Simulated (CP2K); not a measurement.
The system is TaS2.

```xyz
3
Lattice="3.3500 0.0000 0.0000 -1.6750 2.9012 0.0000 0.0000 0.0000 5.8600" Properties=species:S:1:pos:R:3 pbc="T T T"
Ta    0.0000    0.0000    0.0000
S     1.6750    0.9671    4.3950
S     0.0000    1.9341    1.4650
```

Base run:

| Property | Result |
| --- | --- |
| Program | CP2K 2026.2 |
| Functional | revPBE |
| Potentials or basis | POTENTIAL_UZH Ta GTH-PBE-q13, S GTH-PBE-q6; TZVP-MOLOPT-PBE-GTH basis |
| Density cutoff | 6123 eV |
| k mesh | 9 × 9 × 5 |
| Occupations | fermi-dirac, width 0.05 eV |
| Spin | no spin polarisation |

Its results: band gap on the k mesh none (metal or under the smearing width); pressure 9.6 GPa; largest force 1.129 eV/Å.

The run is repeated on the same cell with these changes: functional from revPBE to PBE. What comes out?

Band gap on the k mesh none (metal or under the smearing width); pressure 8.2 GPa; largest force 1.124 eV/Å.

PBE binds more tightly than revPBE, so the same cell stands under less pressure.

Caveats: spin-orbit coupling is left out, which moves the levels of the heavy elements; this functional lacks dispersion, which binds the layers, so the pressure and a relaxed spacing across them are unreliable; the basis of atomic orbitals isn't converged, which shifts pressures, moduli and gaps; the potentials were made for another functional, which shifts forces and pressure (some runs); forces of over 1 eV/Å show positions far from the minimum, so gaps and moduli don't describe the material at rest (some runs).
